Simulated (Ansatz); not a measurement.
Crystal: TiB2.

```xyz
3
Lattice="3.0292 0.0000 0.0000 -1.5146 2.6234 0.0000 0.0000 0.0000 3.2284" Properties=species:S:1:pos:R:3 pbc="T T T"
Ti    0.0000    0.0000    0.0000
B     1.5146    0.8745    1.6142
B     0.0000    1.7489    1.6142
```

Program: Ansatz 0.2.0. Alike in all runs: potentials or basis Ansatz PAW; no spin polarisation; cell as given; cutoff (eV) 420.

Question: Order these runs on this cell by their pressure, lowest first.
A. level BLYP; k mesh 10 × 10 × 8; smearing fermi-dirac 0.05 eV; points for each segment of the path 14
B. level LDA; k mesh 10 × 10 × 8; smearing fermi-dirac 0.05 eV; points for each segment of the path 14
C. level PBE; k mesh 10 × 10 × 8; smearing gaussian 0.011 eV
D. level PBEsol; k mesh 8 × 8 × 8; smearing fermi-dirac 0.05 eV
E. level RPBE; k mesh 10 × 10 × 8; smearing fermi-dirac 0.05 eV; points for each segment of the path 14

Answer: B (-11.2 GPa), D (-5.2 GPa), C (0.3 GPa), E (4.9 GPa), A (6.6 GPa).

Caveats: the PAW data sets come from PBE, with cores solved anew for the run's functional, which leaves a small shift of forces and pressure (some runs); the potentials were made for another functional, which shifts forces and pressure (some runs); the density of states is complete only up to the lowest level of the last band computed (some runs).

Not every run made on this cell is shown here.
